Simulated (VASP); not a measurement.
# MnO₂: DFT+U ground state, by Hubbard U and LDAUTYPE

MnO₂, P-3m1 (no. 164), 6 atoms in the cell.

| Hubbard U (eV) | LDAUTYPE | Hund's J (eV) | Form of DFT+U | Gap (eV) | Largest site moment (muB) | Time (s) |
|---|---|---|---|---|---|---|
| Mn shell d, U 5.5 | 1 | 0.5 | Liechtenstein, U + J and J | 2.23 | 3.03 | 67 |
| Mn shell d, U 5 | 1 | – | Liechtenstein, J = 0 | 2.06 | 3.12 | 68 |
| Mn shell d, U 5.5 | 2 | 0.5 | Dudarev, U + J and J | 2.06 | 3.12 | 68 |
| Mn shell d, U 5 | 2 | – | Dudarev, U alone | 2.06 | 3.12 | 67 |
| Mn shell d, U 5, O shell p, U 4 | 2 | – | Dudarev, U on the anion p shell too | 2.10 | 3.20 | 68 |
| Mn shell d, U 5.5 | 4 | 0.5 | type 4, U + J and J | 2.05 | 2.71 | 60 |
| – | – | – | none | 1.14 | 2.68 | 66 |

Limits: The cell is the same for all forms and was relaxed for none; total energies under different U or different forms can't be compared; magnetic orders weren't compared, so this needn't be the magnetic ground state.

## Input of the first row

INCAR:
```
ALGO = Normal
AMIX = 0.2
AMIX_MAG = 0.8
BMIX = 1E-4
BMIX_MAG = 1E-4
EDIFF = 1E-6
ENCUT = 520
GGA = PE
ISIF = 2
ISMEAR = 0
ISPIN = 2
LASPH = True
LCHARG = False
LDAU = True
LDAUJ = 0.5 0
LDAUL = 2 -1
LDAUPRINT = 1
LDAUTYPE = 1
LDAUU = 5.5 0
LMAXMIX = 4
LORBIT = 11
LREAL = False
LWAVE = False
MAGMOM = 5 -5 0 0 0 0
NELM = 200
PREC = Accurate
SIGMA = 0.05
```

KPOINTS:
```
k-points
0
Gamma
  8 5 5
```

POSCAR:
```
MnO2
1.0
   -2.8565781804      0.0000000000      0.0000000000
    0.0000000000      0.0000000000     -4.6013740589
    0.0000000000     -4.9477385444      0.0000000000
Mn O
2 4
Direct
    0.5000000000      0.5000000000      0.5000000000
    0.0000000000      0.5000000000      0.0000000000
    0.5000000000      0.2937074300      0.1666666667
    0.0000000000      0.2937074300      0.6666666667
    0.0000000000      0.7062925700      0.3333333334
    0.5000000000      0.7062925700      0.8333333334
```

Commands:
```
cat potpaw_PBE.64/Mn_pv/POTCAR potpaw_PBE.64/O/POTCAR > POTCAR
mpirun -np 4 vasp_std > vasp.out
```

Changes of the last row against the first:
```
- LDAU = True
- LDAUTYPE = 1
- LDAUL = 2 -1
- LDAUU = 5.5 0
- LDAUJ = 0.5 0
- LDAUPRINT = 1
```

VASP 6.6.1 took 67 s on 4 cores (Intel Xeon Platinum 8259CL @ 2.50GHz (Skylake/Cascade Lake)), a shared host.
